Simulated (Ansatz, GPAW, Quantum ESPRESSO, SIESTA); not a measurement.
**MgS: programs and potentials compared**

```xyz
2
Lattice="0.0000 2.8331 2.8331 2.8331 0.0000 2.8331 2.8331 2.8331 0.0000" Properties=species:S:1:pos:R:3 pbc="T T T"
S     1.4166    1.4166    1.4166
Mg    0.0000    0.0000    0.0000
```

The cell comes from a database or a generator and needn't be the stable form of this composition.

Alike in all runs: task band structure; functional PBEsol; k mesh 8 × 8 × 8; occupations fermi-dirac, width 0.05 eV; no spin polarisation; no spin-orbit coupling. Pressure is positive in compression and, in plane waves, holds the error of the finite cutoff, which Ansatz's Pulay term estimates and takes out. Gaps are the smaller of the mesh's and the band path's.

```tsv
program and potentials	plane-wave cutoff (eV)	notes	band gap (eV)	pressure (GPa)
Ansatz, Ansatz PAW	420	potentials made for PBE, which Ansatz adapts in part; 8 valence electrons an atom on average	3.28	-0.43
Ansatz, PAW datasets made for the crystal	200	4 valence electrons an atom on average	3.28	-0.46
Ansatz, all-electron LAPW, scalar-relativistic	-	-	3.28	-0.46
SIESTA, files PseudoDojo sr-pbesol-0.4.1-standard, DZP (energy shift 0.003 Ry; two zetas on semicore shells)	-	atomic basis; 8 valence electrons an atom on average	3.27	1.24
Quantum ESPRESSO, GBRV 1.5 PBEsol	612	8 valence electrons an atom on average	3.28	-0.54
GPAW, PAW data sets generated for this functional	800	8 valence electrons an atom on average	3.28	-0.37
```

The band gap spans 3.27 (SIESTA, files PseudoDojo sr-pbesol-0.4.1-standard, DZP (energy shift 0.003 Ry; two zetas on semicore shells)) to 3.28 eV (Ansatz, PAW datasets made for the crystal), with all-electron results at 3.28. The pressure spans -0.54 (Quantum ESPRESSO, GBRV 1.5 PBEsol) to 1.24 GPa (SIESTA, files PseudoDojo sr-pbesol-0.4.1-standard, DZP (energy shift 0.003 Ry; two zetas on semicore shells)), with all-electron results at -0.46. Rows in atomic bases carry the error of their basis and grid, which can be large.

Differences between rows come from potentials, basis sets and numerical settings, since the functional is the same but for its coding. Runs on potential files found faulty are left out.

The gap of zincblende MgS is practically independent of how the core is treated. The datasets with 4 valence electrons an atom on average reproduce the all-electron gap and pressure, so the Mg 2s and 2p shells can be frozen here without visible harm. They are compact and lie far below the band edges, which are formed mainly by S 3p states at the top of the valence band and by Mg 3s and S-derived antibonding states above it.

Pressure discriminates better. All rows but SIESTA put the cell under slight tension, so PBEsol would contract it a little. SIESTA's opposite sign probably reflects the limited flexibility of its orbitals, which affects the strain derivative of the energy more than the band-edge separation.

The agreement on the gap shows numerical consistency, not physical accuracy: a semilocal functional lacks the derivative discontinuity and should place the gap well below the measured fundamental one. Nor does it bear on the competition with rocksalt, the known ground-state structure.
